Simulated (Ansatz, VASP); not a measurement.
**Sr: VASP beside Ansatz**

```xyz
1
Lattice="0.0000 3.0824 3.0824 3.0824 0.0000 3.0824 3.0824 3.0824 0.0000" Properties=species:S:1:pos:R:3 pbc="T T T"
Sr    0.0000    0.0000    0.0000
```

Change from the starting cell: volume scaled by 1.04, crystal datasets.

Alike in both runs: task electric field gradients; functional LDA; k mesh 10 × 10 × 10; occupations fermi-dirac, width 0.08 eV; no spin polarisation.

|  | VASP | Ansatz |
| --- | --- | --- |
| version | VASP 6.6.1 | Ansatz 0.2.0 |
| potentials or method | VASP PAW LDA potentials, release 64 (Sr_sv), cutoff 520 eV | all-electron PAW with datasets made for the crystal, scalar-relativistic |

VASP gave:

* pressure (GPa): -1.9
* Vzz of the field gradient on the site that differs most (V/Å²): 0.0

Task: Which values does Ansatz return?

Result: Pressure (GPa): -1.8; Vzz of the field gradient on the site that differs most (V/Å²): 0.0.

Ansatz ran all-electron here, so the differences hold the error of VASP's frozen core and of both bases. Ansatz warned: «gradients_without_spin_orbit».
